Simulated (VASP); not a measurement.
A run of VASP 6.6.1:

Contents of INCAR:

```
SYSTEM = I
  ALGO = Normal
  EDIFF = 1E-7
  ENCUT = 520
  GGA = PS
  ISIF = 2
  ISMEAR = -1
  LASPH = .True.
  LCHARG = .False.
  LREAL = .False.
  LWAVE = .False.
  NBANDS = 22
  NELM = 100
  PREC = Accurate
  SIGMA = 0.05
```

KPOINTS

```
k-points
0
Gamma
  7 7 3
  0 0 0
```

The input POSCAR:

```
I
1.0
    3.6350350000     -2.3950200000      0.0000000000
    3.6350350000      2.3950200000      0.0000000000
    0.0000000000      0.0000000000      9.7934400000
I
4
Direct
    0.6493000000      0.3507000000      0.3844000000
    0.1493000000      0.8507000000      0.1156000000
    0.3507000000      0.6493000000      0.6156000000
    0.8507000000      0.1493000000      0.8844000000
```

Potentials or basis: VASP PAW PBE potentials, release 64 (I).

Launch:

```bash
$ cat potpaw_PBE.64/I/POTCAR > POTCAR
$ mpirun -np 1 vasp_std > vasp.out
```

Hardware: 1 thread of AMD EPYC 7R43 64-Core Processor (Zen 3), with other jobs on the host.

How long does it take, and how much memory?

Run time: 3.8 min on 1 thread of AMD EPYC 7R43 64-Core Processor (Zen 3) (shared host), peak memory 0.27 GiB. Counts: scf iterations 15, k points 32.
